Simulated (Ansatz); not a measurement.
Theory: DFT PBE, scalar-relativistic, plane waves, PAW (Ansatz 0.2.0). All cells share a 420 eV cutoff and Γ-centred k meshes spaced at most about 0.3 Å⁻¹ (about 0.25 or finer for metals, 2π included). No spin polarisation.

All energies are static (0 K, no zero-point motion).

Compare these two cells of Al₄Cu, each relaxed at this level.

A.

```yaml
crystal:
  lattice:
    - [2.82409, 0.00000, 0.00000]
    - [-1.41204, 2.44573, 0.00000]
    - [0.00000, 0.00000, 22.43095]
  atoms:
    - { symbol: Al, position: [0.33333, 0.66667, 0.89405] }
    - { symbol: Al, position: [0.33333, 0.66667, 0.10595] }
    - { symbol: Al, position: [0.33333, 0.66667, 0.31869] }
    - { symbol: Al, position: [0.33333, 0.66667, 0.50000] }
    - { symbol: Al, position: [0.33333, 0.66667, 0.68131] }
    - { symbol: Al, position: [0.66667, 0.33333, 0.00000] }
    - { symbol: Al, position: [0.66667, 0.33333, 0.21281] }
    - { symbol: Al, position: [0.66667, 0.33333, 0.78719] }
    - { symbol: Cu, position: [0.66667, 0.33333, 0.41005] }
    - { symbol: Cu, position: [0.66667, 0.33333, 0.58995] }
```

B.

```yaml
crystal:
  lattice:
    - [-1.41658, 1.41658, 9.55633]
    - [1.41658, -1.41658, 9.55633]
    - [1.41658, 1.41658, -9.55633]
  atoms:
    - { symbol: Al, position: [0.58803, 0.58803, 0.00000] }
    - { symbol: Al, position: [0.19607, 0.19607, 0.00000] }
    - { symbol: Al, position: [0.80393, 0.80393, 0.00000] }
    - { symbol: Al, position: [0.41197, 0.41197, 0.00000] }
    - { symbol: Cu, position: [0.00000, 0.00000, 0.00000] }
```

Question: Which would you expect to be lower, and how large is the difference?

Answer: B is lower, by 52 meV/atom. A has Al and Cu ordered on hcp sites, space group P-6m2 (No. 187), 15.5 Å³/atom and no gap on its mesh; B has Al and Cu ordered on fcc sites, space group I4/mmm (No. 139), 15.3 Å³/atom and no gap. Counting all near atoms (those within 1.25 times the shortest distance at each site), A and B both have Al 12, Cu 12. Both come from invented guesses.

Cells relaxed within their symmetry can be saddle points.
